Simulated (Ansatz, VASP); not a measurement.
**Sn in VASP and in Ansatz**

INCAR

```
ALGO = Fast ; EDIFF = 1E-6
ENCUT = 520 ; GGA = RE
ISIF = 2 ; ISMEAR = -1
LASPH = True ; LCHARG = False
LREAL = False ; LWAVE = False
NBANDS = 21 ; NELM = 100
PREC = Accurate ; SIGMA = 0.05
```

Contents of KPOINTS:

```
k-points
0
Gamma
  9 9 9
```

POSCAR

```
Sn
1.0
   -2.9401404553      2.9401404553      1.5993019889
    2.9401404553     -2.9401404553      1.5993019889
    2.9401404553      2.9401404553     -1.5993019889
Sn
2
Direct
    0.0000000000      0.0000000000      0.0000000000
    0.7500000000      0.2500000000      0.5000000000
```

File input.yaml:

```yaml
crystal:
  lattice:
    - [-2.9401404553, 2.9401404553, 1.5993019889]
    - [2.9401404553, -2.9401404553, 1.5993019889]
    - [2.9401404553, 2.9401404553, -1.5993019889]
  atoms:
    - { symbol: Sn, position: [0.0, 0.0, 0.0] }
    - { symbol: Sn, position: [0.75, 0.25, 0.5] }
hamiltonian:
  xc: revpbe
  pseudopotentials: { kind: paw }
kpoints:
  mp_grid: { grid: [9, 9, 9] }
  band_path:
    path:
      - [[0.0, 0.0, 0.0], [0.0, 0.0, 0.5], [-0.5, 0.5, 0.5], [0.0, 0.0, 0.0], [0.3239715651, 0.3239715651, -0.3239715651], [0.25, 0.25, 0.25], [0.0, 0.5, 0.0], [-0.3239715651, 0.6760284349, 0.3239715651], [-0.5, 0.5, 0.5]]
      - [[0.0, 0.0, 0.5], [0.25, 0.25, 0.25]]
    npoints: 14
scf:
  occupations: { method: fermi_dirac, width: 0.05 }
  n_extra_bands: 6
output:
  forces: true
  stress: true
  eigenvalues: true
  fatbands: false
```

Alike in both runs: functional revPBE; k mesh 9 × 9 × 9; occupations fermi-dirac, width 0.05 eV; no spin polarisation.

|  | VASP | Ansatz |
| --- | --- | --- |
| version | VASP 6.6.1 | Ansatz 0.2.0 |
| potentials or method | VASP PAW PBE potentials, release 64 (Sn_d) | Ansatz PAW |
| plane-wave cutoff (eV) | 520 | 420 |
| valence electrons in the cell | 28 | 28 |
| task | single point | band structure |

Ansatz gave:

```
gap on the k mesh at the Fermi level (eV)       : none
pressure (GPa)                                  : 2.5
largest component of the traceless stress (GPa) : 0.30
```

Task: What did VASP give for the same quantities?

Result: gap on the k mesh at the Fermi level (eV): none; pressure (GPa): 2.4; largest component of the traceless stress (GPa): 0.30.

A gap of «none» marks a metal or a gap that the smearing closes. The functional is the same, so the differences come from potentials, cutoffs and numerics.

Caveats: the PAW data sets were made with another functional, which shifts forces and pressure a little (VASP); spin-orbit coupling is left out, which moves the levels of the heavy elements (Ansatz); the PAW data sets come from PBE, with cores solved anew for the run's functional, which leaves a small shift of forces and pressure (Ansatz).
